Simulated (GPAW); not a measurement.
# Cr (Im-3m) in GPAW: settings compared

One crystal, Cr, is run at these levels: C09-vdW, PBEsol+U, BLYP+D3(BJ), r4SCAN, PBE+U; tasks: density of states, relaxation of cell and atoms, equation of state, atomic charges.

Everything below comes from runs of GPAW 26.7.0. Logs are shortened: lines on timing, memory, paths and dates and some standing lists are left out, and cuts for length are marked. The log counts tension as positive stress, the text compression.

## 1. Starting point

Symmetry: Im-3m, No. 229, cubic system. The conventional cell has a = 2.969 Å, b = 2.969 Å, c = 2.969 Å, α = 90.00°, β = 90.00°, γ = 90.00°. Cr (site symmetry m-3m) has 8 Cr at 2.57 Å as nearest neighbours.

## 2. Density of states, C09-vdW, collinear spin, random start (volume scaled by 0.96)

Input file run.py:

```python
import numpy as np
from ase import Atoms
from ase.dft.bandgap import bandgap
from ase.io import write
from ase.units import Bohr
from gpaw import GPAW, PW, setup_paths

setup_paths.insert(0, '.')

atoms = Atoms(['Cr'],
              cell=[[-1.4643870875, 1.4643870875, 1.4643870875],
                    [1.4643870875, -1.4643870875, 1.4643870875],
                    [1.4643870875, 1.4643870875, -1.4643870875]],
              scaled_positions=[[0.0, 0.0, 0.0]],
              pbc=True)
atoms.set_initial_magnetic_moments([-1.14])

calc = GPAW(mode=PW(600),
            xc={'name': 'C09-vdW', 'backend': 'libvdwxc'},
            kpts={'size': (9, 9, 9), 'gamma': True},
            occupations={'name': 'fermi-dirac', 'width': 0.05},
            setups={'Cr': 'jth'},
            nbands=-8,
            convergence={'density': 1e-05, 'energy': 1e-05},
            maxiter=100,
            legacy_gpaw=True,
            txt='gpaw.txt')
atoms.calc = calc
energy = atoms.get_potential_energy()
forces = atoms.get_forces()
calc.write('gs.gpw')
write('result.traj', atoms)
print(f'Energy: {energy:.6f} eV')
print('Forces (eV/A):')
print(forces.round(4))
print('Moments:', calc.get_magnetic_moments().round(3))
print('Fermi level:', round(calc.get_fermi_level(), 4), 'eV')
print(f'Gap: {bandgap(calc)[0]:.4f} eV, direct: {bandgap(calc, direct=True)[0]:.4f} eV')

# fields on the real-space grid
write('density.cube', atoms, data=calc.get_pseudo_density() * Bohr**3)
write('potential.cube', atoms, data=calc.get_electrostatic_potential())
write('spin.cube', atoms, data=(calc.get_pseudo_density(spin=0) - calc.get_pseudo_density(spin=1)) * Bohr**3)

dense = calc.fixed_density(kpts={'size': (13, 13, 13), 'gamma': True}, update_fermi_level=True,
                           nbands=-15, convergence={'bands': 'CBM+6.0', 'eigenstates': 1e-6}, txt='dos.txt')
ef = dense.get_fermi_level()
dos = dense.dos(shift_fermi_level=False)
energies = np.linspace(ef - 14, ef + 6, 401)
spins = [0, 1]
columns = [energies] + [dos.raw_dos(energies, spin=s, width=0.05) for s in spins]
for symbol, l in [('Cr', 0), ('Cr', 1), ('Cr', 2)]:
    for s in spins:
        columns.append(sum(dos.raw_pdos(energies, a=a.index, l=l, spin=s, width=0.05)
                           for a in atoms if a.symbol == symbol))
np.savetxt('dos.dat', np.array(columns).T, fmt='%.4f')
print('Fermi level on the dense mesh:', round(ef, 4), 'eV')
```

Potentials or basis: JTH PAW 2.0, PBE, pw.

Command:

```console
OMP_NUM_THREADS=1 python run.py
```

gpaw.txt:

```text
___ ___ ___ _ _ _
 |   |   |_  | | | |
 | | | | | . | | | |
 |__ |  _|___|_____|  26.7.0
 |___|_|

Input parameters:
  convergence: {density: 1e-05,
                energy: 1e-05}
  kpts: {gamma: True,
         size: (9, 9, 9)}
  maxiter: 100
  mode: {ecut: 600.0,
         name: pw}
  nbands: -8
  occupations: {name: fermi-dirac,
                width: 0.05}
  setups: {Cr: jth}
  xc: {backend: libvdwxc,
       name: C09-vdW}

System changes: positions, numbers, cell, pbc, initial_charges, initial_magmoms

Initialize ...

species:
  Cr:
    name:    Chromium
    Z:       24.0
    valence: 14
    core:    10
    charge:  0.0  # [|e|]
    compensation charges:
      type: sinc
      rc: 0.95  # [Å]
      lmax: 2
    cutoffs:
      filter: 1.12  # [Å]
      core: 0.91  # [Å]
    projectors
    | kind |    occ | energy [eV] | rcut [Å] |
    |------|--------|-------------|----------|
    |   3s |  2.000 |     -73.992 |    1.061 |
    |   4s |  1.000 |      -4.007 |    1.061 |
    |   3p |  6.000 |     -45.443 |    0.953 |
    |    p |        |      40.817 |    0.953 |
    |   3d |  5.000 |      -2.913 |    1.061 |
    |    d |        |      23.810 |    1.061 |

    Using partial waves for Cr as LCAO basis

Reference energy: -28586.321751  # eV

Spin-polarized calculation.
Initial magnetic moment: -1.140000

Convergence criteria:
 Maximum [total energy] change in last 3 cyles: 1e-05 eV / valence electron
 Maximum integral of absolute [dens]ity change: 1e-05 electrons / valence electron
 Maximum integral of absolute [eigenst]ate change: 4e-08 eV^2 / valence electron
 Maximum number of scf [iter]ations: 100
 (Square brackets indicate name in SCF output, whereas a 'c' in
 the SCF output indicates the quantity has converged.)

Symmetries present (total): 48

  ( 1  1  1)  ( 1  1  1)  ( 1  1  1)  ( 1  1  1)  ( 1  1  1)  ( 1  1  1)
  ( 0  0 -1)  ( 0  0 -1)  ( 0 -1  0)  ( 0 -1  0)  (-1  0  0)  (-1  0  0)
  ( 0 -1  0)  (-1  0  0)  ( 0  0 -1)  (-1  0  0)  ( 0  0 -1)  ( 0 -1  0)

  ( 1  0  0)  ( 1  0  0)  ( 1  0  0)  ( 1  0  0)  ( 1  0  0)  ( 1  0  0)
  ( 0  1  0)  ( 0  1  0)  ( 0  0  1)  ( 0  0  1)  (-1 -1 -1)  (-1 -1 -1)
  ( 0  0  1)  (-1 -1 -1)  ( 0  1  0)  (-1 -1 -1)  ( 0  1  0)  ( 0  0  1)

  ( 0  1  0)  ( 0  1  0)  ( 0  1  0)  ( 0  1  0)  ( 0  1  0)  ( 0  1  0)
  ( 1  0  0)  ( 1  0  0)  ( 0  0  1)  ( 0  0  1)  (-1 -1 -1)  (-1 -1 -1)
  ( 0  0  1)  (-1 -1 -1)  ( 1  0  0)  (-1 -1 -1)  ( 1  0  0)  ( 0  0  1)

  ( 0  0  1)  ( 0  0  1)  ( 0  0  1)  ( 0  0  1)  ( 0  0  1)  ( 0  0  1)
  ( 1  0  0)  ( 1  0  0)  ( 0  1  0)  ( 0  1  0)  (-1 -1 -1)  (-1 -1 -1)
  ( 0  1  0)  (-1 -1 -1)  ( 1  0  0)  (-1 -1 -1)  ( 1  0  0)  ( 0  1  0)

  ( 0  0 -1)  ( 0  0 -1)  ( 0  0 -1)  ( 0  0 -1)  ( 0  0 -1)  ( 0  0 -1)
  ( 1  1  1)  ( 1  1  1)  ( 0 -1  0)  ( 0 -1  0)  (-1  0  0)  (-1  0  0)
  ( 0 -1  0)  (-1  0  0)  ( 1  1  1)  (-1  0  0)  ( 1  1  1)  ( 0 -1  0)

  ( 0 -1  0)  ( 0 -1  0)  ( 0 -1  0)  ( 0 -1  0)  ( 0 -1  0)  ( 0 -1  0)
  ( 1  1  1)  ( 1  1  1)  ( 0  0 -1)  ( 0  0 -1)  (-1  0  0)  (-1  0  0)
  ( 0  0 -1)  (-1  0  0)  ( 1  1  1)  (-1  0  0)  ( 1  1  1)  ( 0  0 -1)

  (-1  0  0)  (-1  0  0)  (-1  0  0)  (-1  0  0)  (-1  0  0)  (-1  0  0)
  ( 1  1  1)  ( 1  1  1)  ( 0  0 -1)  ( 0  0 -1)  ( 0 -1  0)  ( 0 -1  0)
  ( 0  0 -1)  ( 0 -1  0)  ( 1  1  1)  ( 0 -1  0)  ( 1  1  1)  ( 0  0 -1)

  (-1 -1 -1)  (-1 -1 -1)  (-1 -1 -1)  (-1 -1 -1)  (-1 -1 -1)  (-1 -1 -1)
  ( 1  0  0)  ( 1  0  0)  ( 0  1  0)  ( 0  1  0)  ( 0  0  1)  ( 0  0  1)
  ( 0  1  0)  ( 0  0  1)  ( 1  0  0)  ( 0  0  1)  ( 1  0  0)  ( 0  1  0)

729 k-points: 9 x 9 x 9 Monkhorst-Pack grid
35 k-points in the irreducible part of the Brillouin zone
       k-points in crystal coordinates                weights
   0:     0.00000000    0.00000000    0.00000000          1/729
   1:     0.11111111    0.00000000    0.00000000         12/729
   2:     0.11111111    0.11111111   -0.11111111          6/729
   3:     0.22222222    0.00000000   -0.11111111         24/729
   4:     0.22222222    0.00000000    0.00000000         12/729
   5:     0.22222222    0.11111111   -0.11111111         24/729
   6:     0.22222222    0.22222222   -0.22222222          6/729
   7:     0.33333333   -0.11111111   -0.11111111          8/729
   8:     0.33333333    0.00000000   -0.11111111         48/729
   9:     0.33333333    0.00000000    0.00000000         12/729
          ...
  34:     0.44444444    0.44444444    0.44444444          8/729

Wave functions: Plane wave expansion
  Cutoff energy: 600.000 eV
  Number of coefficients (min, max): 407, 432
  Pulay-stress correction: 0.000000 eV/Ang^3 (de/decut=0.000000)
  Using FFTW library
  ScaLapack parameters: grid=1x1, blocksize=None
  Wavefunction extrapolation:
    Improved wavefunction reuse through dual PAW basis

Occupation numbers: Fermi-Dirac:
  width: 0.0500  # eV

Eigensolver
   Davidson(niter=2)

Densities:
  Coarse grid: 15*15*15 grid
  Fine grid: 30*30*30 grid
  Total Charge: 0.000000

Density mixing:
  Method: fullspin
  Backend: msr1
  Linear mixing parameter: 0.05
  old densities: 10
  Width of damping distribution: 1.1
  Damping of long wavelength oscillations: 20

Hamiltonian:
  XC and Coulomb potentials evaluated on a 30*30*30 grid
  Using the vdW-C09 Exchange-Correlation functional
  External potential:
    NoExternalPotential

XC parameters: vdW-C09 with libvdwxc
  Mode: serial
  Semilocal: GGA_X_C09X+LDA_C_PW with 2 nearest neighbor stencil
  Corresponding non-local functional: vdW-DF
  Local blocksize: 30 x 30 x 30
  PAW datasets: PBE

Number of atoms: 1
Number of atomic orbitals: 10
Number of bands in calculation: 15
Number of valence electrons: 14
Bands to converge: occupied

... initialized

Initializing position-dependent things.

Density initialized from atomic densities
Creating initial wave functions:
  10 bands from LCAO basis set
  5 bands from random numbers

       Cr

Atomic positions and initial magnetic moments

Positions:
   0 Cr     0.000000    0.000000    0.000000    ( 0.0000,  0.0000, -1.1400)

Unit cell:
           periodic     x           y           z      points  spacing
  1. axis:    yes   -1.464387    1.464387    1.464387    15     0.1381
  2. axis:    yes    1.464387   -1.464387    1.464387    15     0.1381
  3. axis:    yes    1.464387    1.464387   -1.464387    15     0.1381

  Lengths:   2.536393   2.536393   2.536393
  Angles:  109.471221 109.471221 109.471221

Effective grid spacing dv^(1/3) = 0.1550

iter:   1     9.600227                   -1.3038
iter:   2     9.588939   -0.82  -1.00    -1.2553
iter:   3     9.310099   -1.12  -1.02    -0.3179
iter:   4     9.535617   -1.30  -1.43    -0.1407
iter:   5     9.531039   -1.98  -2.05    -0.0845
iter:   6     9.530703   -2.67  -2.32    -0.0244
iter:   7     9.530413   -3.14  -2.94    -0.0103
iter:   8     9.530451   -3.74  -3.03    +0.0001
iter:   9     9.530424c  -4.19  -3.54    -0.0028
iter:  10     9.530424c  -4.70  -3.85    -0.0006
iter:  11     9.530419c  -5.13  -4.15    -0.0004
iter:  12     9.530419c  -5.58  -4.77    +0.0002
iter:  13     9.530418c  -6.00  -5.26c   +0.0000
iter:  14     9.530418c  -6.42  -5.39c   +0.0000
iter:  15     9.530418c  -6.84  -5.34c   +0.0000
iter:  16     9.530418c  -7.26  -5.22c   +0.0000
iter:  17     9.530418c  -7.67c -5.50c   +0.0000

Converged after 17 iterations.

Dipole moment: (0.000000, 0.000000, -0.000000) |e|*Ang

Total magnetic moment: (0.000000, 0.000000, 0.000005)
Local magnetic moments:
   0 Cr ( 0.000000,  0.000000,  0.000006)

Energy contributions relative to reference atoms: (reference = -28586.321751)

Kinetic:         +5.732600
Potential:      -11.389248
External:        +0.000000
XC:             +15.312780
Entropy (-ST):   -0.008432
Local:           -0.121497
SIC:             +0.000000
--------------------------
Free energy:     +9.526202
Extrapolated:    +9.530418

Non-local vdW-C09 correlation energy: 1.038254
Semilocal GGA_X_C09X+LDA_C_PW energy: -127.589610
(Not including atomic contributions)
Spin contamination: 0.000005 electrons
Showing only first 2 kpts
                      Up                     Down
 Kpt  Band  Eigenvalues  Occupancy  Eigenvalues  Occupancy
  0     5      8.61039    1.00000      8.61040    1.00000
  0     6      8.61039    1.00000      8.61040    1.00000
  0     7      8.61039    1.00000      8.61040    1.00000
  0     8     10.47007    0.00000     10.47007    0.00000

  1     5      8.43206    1.00000      8.43207    1.00000
  1     6      8.57106    1.00000      8.57107    1.00000
  1     7      8.93784    0.99997      8.93785    0.99997
  1     8     10.29523    0.00000     10.29523    0.00000

Fermi level: 9.46672

No gap
No difference between direct/indirect transitions

Forces in eV/Ang:
  0 Cr   -0.00000    0.00000    0.00000

Writing to gs.gpw (mode='')

Initializing position-dependent things.
```

stdout:

```text
Energy: 9.530418 eV
Forces (eV/A):
[[-0.  0.  0.]]
Moments: [0.]
Fermi level: 9.4667 eV
Gap: 0.0000 eV, direct: 0.0000 eV
Fermi level on the dense mesh: 9.4883 eV
```

dos.txt:

```text
___ ___ ___ _ _ _
 |   |   |_  | | | |
 | | | | | . | | | |
 |__ |  _|___|_____|  26.7.0
 |___|_|

Input parameters:
  convergence: {bands: CBM+6.0,
                eigenstates: 1e-06}
  gpts: [15 15 15]
  kpts: {gamma: True,
         size: (13, 13, 13)}
  maxiter: 100
[... 211 lines left out ...]
Showing only first 2 kpts
                      Up                     Down
 Kpt  Band  Eigenvalues  Occupancy  Eigenvalues  Occupancy
  0     5      8.61039    1.00000      8.61040    1.00000
  0     6      8.61039    1.00000      8.61040    1.00000
  0     7      8.61039    1.00000      8.61040    1.00000
  0     8     10.47007    0.00000     10.47007    0.00000

  1     5      8.52240    1.00000      8.52242    1.00000
  1     6      8.59574    1.00000      8.59575    1.00000
  1     7      8.76926    1.00000      8.76927    1.00000
  1     8     10.37537    0.00000     10.37537    0.00000

Fermi level: 9.48828

No gap
No difference between direct/indirect transitions
```

It took 39 s on 1 thread of Arm Neoverse V1, shared host; peak memory 0.2 GiB.

What came out:

- Free energy: 9.5262 eV
- Band gap on the k mesh: none (metal or under the smearing width)
- Net moment: 0.00 μB per cell
- Density of states at the Fermi level: 0.06 states/eV per cell

States per cell in windows of 1 eV (zero at the Fermi level; states under -8 eV left out):
```tsv
from (eV)	up	down
-8.0	0.01	0.01
-7.0	0.03	0.03
-6.0	0.06	0.06
-5.0	0.16	0.16
-4.0	0.63	0.63
-3.0	0.70	0.70
-2.0	0.99	0.99
-1.0	0.40	0.40
0.0	0.91	0.91
1.0	1.20	1.20
2.0	0.30	0.30
3.0	0.17	0.17
4.0	0.14	0.14
5.0	0.10	0.10
```

Caveat: the program truncates these outside data sets; the PAW data sets were made with another functional, which shifts forces and pressure a little.

## 3. Relaxation of cell and atoms, PBEsol+U, collinear spin, random start (volume scaled by 1.08)

Input file run.py:

```python
from ase import Atoms
from ase.filters import FrechetCellFilter
from ase.io import write
from ase.optimize import LBFGS
from ase.units import Bohr
from gpaw import GPAW, PW, setup_paths
from gpaw.elf import elf_from_dft_calculation

setup_paths.insert(0, '.')

atoms = Atoms(['Cr'],
              cell=[[-1.5230239456, 1.5230239456, 1.5230239456],
                    [1.5230239456, -1.5230239456, 1.5230239456],
                    [1.5230239456, 1.5230239456, -1.5230239456]],
              scaled_positions=[[0.0, 0.0, 0.0]],
              pbc=True)
atoms.set_initial_magnetic_moments([2.16])

calc = GPAW(mode=PW(600),
            xc='PBEsol',
            kpts={'size': (12, 12, 12), 'gamma': True},
            occupations={'name': 'fermi-dirac', 'width': 0.05},
            setups={'Cr': ':d,5.3,0'},
            nbands=11,
            convergence={'density': 1e-06, 'energy': 1e-06, 'eigenstates': 1e-10},
            maxiter=150,
            txt='gpaw.txt')
atoms.calc = calc
opt = LBFGS(FrechetCellFilter(atoms), trajectory='relax.traj', logfile='-')
done = opt.run(fmax=0.02, steps=40)
calc.write('gs.gpw')
write('result.traj', atoms)
print('Converged:', done)
print('Cell:', atoms.cell.cellpar().round(4))
print('Volume:', round(atoms.get_volume(), 4))
print(atoms.get_scaled_positions().round(5))

# fields on the real-space grid
write('density.cube', atoms, data=calc.get_pseudo_density() * Bohr**3)
write('potential.cube', atoms, data=calc.get_electrostatic_potential())
write('spin.cube', atoms, data=(calc.get_pseudo_density(spin=0) - calc.get_pseudo_density(spin=1)) * Bohr**3)
write('elf.cube', atoms, data=elf_from_dft_calculation(calc).data)
```

Potentials or basis: PAW data sets generated in the run's folder for this functional, pw.

Command:

```console
gpaw-setup -f PBEsol Cr
OMP_NUM_THREADS=1 python run.py
```

Wall time 2.3 min (1 thread of Arm Neoverse V1, shared host); peak memory 0.19 GiB.

Results (log left out):

* Free energy: -5.4673 eV
* Relaxed volume: 20.70 Å³/atom
* Relaxed cell: a = 2.996 Å, b = 2.996 Å, c = 2.996 Å, α = 109.47°, β = 109.47°, γ = 109.47°
* Space group after relaxing (to 0.05 Å): Im-3m (No. 229)
* Energy gained by relaxing: 624.7 meV/atom
* Ionic steps: 5
* Pressure after relaxing: 0.0 GPa
* Band gap on the k mesh: none (metal or under the smearing width)
* Net moment: 4.77 μB per cell
* Site moments: Cr +3.90 μB

The path:
| step | energy change (eV) | largest force (eV/Å) | pressure (GPa) | volume (Å³) |
| --- | --- | --- | --- | --- |
| 1 | 0.0000 | 0.0000 | 38.45 | 14.13 |
| 2 | -0.3950 | 0.0000 | 18.73 | 16.34 |
| 3 | -0.6120 | 0.0000 | 2.72 | 19.71 |
| 4 | -0.6236 | 0.0000 | 0.49 | 20.51 |
| 5 | -0.6247 | 0.0000 | 0.00 | 20.70 |

Final structure:
```xyz
1
Lattice="-1.7297 1.7297 1.7297 1.7297 -1.7297 1.7297 1.7297 1.7297 -1.7297" Properties=species:S:1:pos:R:3 pbc="T T T"
Cr    0.0000    0.0000    0.0000
```

Levels at points of the mesh, in eV from the Fermi level:
Spin up:
```
           k point  band 2  band 3  band 4  band 5  band 6  band 7
(0.00, 0.00, 0.00)   -1.80   -1.80   -1.80   -1.13   -1.13   12.43
(0.50, 0.50, 0.00)   -2.50   -1.08   -1.02   -0.74   -0.05    3.60
(0.50, 0.50, 0.50)   -3.54   -0.22   -0.22   -0.22    5.34    5.34
```
Spin down:
| k point | band 1 | band 2 | band 3 | band 4 | band 5 |
| --- | --- | --- | --- | --- | --- |
| (0.00, 0.00, 0.00) | -5.17 | 5.00 | 5.00 | 5.00 | 6.39 |
| (0.50, 0.50, 0.00) | 0.15 | 0.91 | 3.68 | 6.29 | 6.74 |
| (0.50, 0.50, 0.50) | 1.69 | 1.69 | 7.34 | 7.34 | 7.34 |

Caveat: each step starts from the last one's moments, so a moment once lost doesn't come back; later steps reuse the first step's grids; the U is typed as a test and isn't derived for this compound.

(Continued in part 2 of 3.)
